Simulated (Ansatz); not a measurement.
# Si5Se: the cost of one run

Computed with Ansatz 0.2.0 (DFT PBE, scalar-relativistic, plane waves, PAW, unless a step's input says otherwise).

1 further run of the same task is left out (it didn't finish).

### 1 The system as given

The structure is hexagonal, space group P6/mmm (No. 191). Conventional cell: a = 5.318 Å, b = 5.318 Å, c = 4.248 Å, α = 90.00°, β = 90.00°, γ = 120.00°. Around Si (site symmetry mmm) lie 8 Si at 2.62 to 2.66 Å. Around Si (site symmetry -6m2) lie 6 Si at 2.62 Å. Around Se (site symmetry 6/mmm) lie 18 Si at 3.07 to 3.40 Å.

Coordinates:

```cif
data_structure
_symmetry_space_group_name_H-M 'P6/mmm'
_symmetry_Int_Tables_number 191
_cell_length_a 5.3185
_cell_length_b 5.3185
_cell_length_c 4.2477
_cell_angle_alpha 90.000
_cell_angle_beta 90.000
_cell_angle_gamma 120.000
_cell_volume 104.05
loop_
_atom_site_label
_atom_site_type_symbol
_atom_site_symmetry_multiplicity
_atom_site_Wyckoff_symbol
_atom_site_fract_x
_atom_site_fract_y
_atom_site_fract_z
_atom_site_occupancy
Si1 Si 3 g 0.00000 0.50000 0.50000 1
Si2 Si 2 c 0.33333 0.66667 0.00000 1
Se1 Se 1 a 0.00000 0.00000 0.00000 1
```

A structure generator made this guess: species swapped into a database cell of DyZn5 (P6/mmm, No. 191), with Se on the Dy sites and Si on the Zn sites. Its size is a rough estimate.

### 2 A first look at the guess

The input, input.yaml:

```yaml
crystal:
  lattice:
    - [5.31848491, 0.0, 0.0]
    - [-2.65924246, 4.60594304, 0.0]
    - [0.0, 0.0, 4.2476732]
  atoms:
    - { symbol: Si, position: [0.0, 0.5, 0.5] }
    - { symbol: Si, position: [0.33333333, 0.66666667, 0.0] }
    - { symbol: Si, position: [0.66666667, 0.33333333, 0.0] }
    - { symbol: Si, position: [0.5, 0.0, 0.5] }
    - { symbol: Si, position: [0.5, 0.5, 0.5] }
    - { symbol: Se, position: [0.0, 0.0, 0.0] }
basis:
  ecutwfc: 420
kpoints:
  mp_grid: { grid: [6, 6, 4] }
hamiltonian:
  xc: pbe
scf:
  occupations: { method: gaussian, width: 0.1 }
  lower_state_search: "off"
output:
  forces: true
  stress: true
  eigenvalues: true
```

Launch:

```sh
> ansatz run input.yaml --threads 1 --pin off --max-ram 2560MiB --backend cpu --events-out ev --progress --plain --runs-dir out
```

Q: Estimate wall time and peak memory on 1 thread of Arm Neoverse V2, shared host.

About 3.2 s, with a peak of 0.34 GiB.
